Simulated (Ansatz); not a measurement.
CaO:

```
Ca O
1.0
     0.00000    2.40356    2.40356
     2.40356    0.00000    2.40356
     2.40356    2.40356    0.00000
Ca O
1 1
Direct
  0.00000 0.00000 0.00000
  0.50000 0.50000 0.50000
```

The cell is a database's computed one.

```yaml
Program: Ansatz 0.2.0
Task: relaxation of cell and atoms
Functional: PBEsol
Dispersion: D4
Potentials_or_basis: all-electron LAPW, scalar-relativistic
Basis_error_allowed: 0.001 eV/atom
k_mesh: 10 × 10 × 10
Occupations: fermi-dirac, width 0.05 eV
Spin: no spin polarisation
```

At the start: volume 13.89 Å³/atom.

Q: How do energy, volume and symmetry change on relaxing?

A: Over 4 steps the energy falls by 6.2 meV/atom and the volume is 13.40 Å³/atom (-3.5 %); space group Fm-3m (No. 225, to 0.05 Å).

Step by step:
```tsv
step	energy change (eV)	largest force (eV/Å)	volume (Å³)
1	0.0000	0.0000	27.77
2	-0.0120	0.0000	26.63
3	-0.0123	0.0000	26.80
4	-0.0123	0.0000	26.80
```

Final structure:
```
CELL_PARAMETERS angstrom
0.00000 2.37529 2.37529
2.37529 0.00000 2.37529
2.37529 2.37529 0.00000
ATOMIC_POSITIONS crystal
Ca 0.00000 0.00000 0.00000
O 0.50000 0.50000 0.50000
```
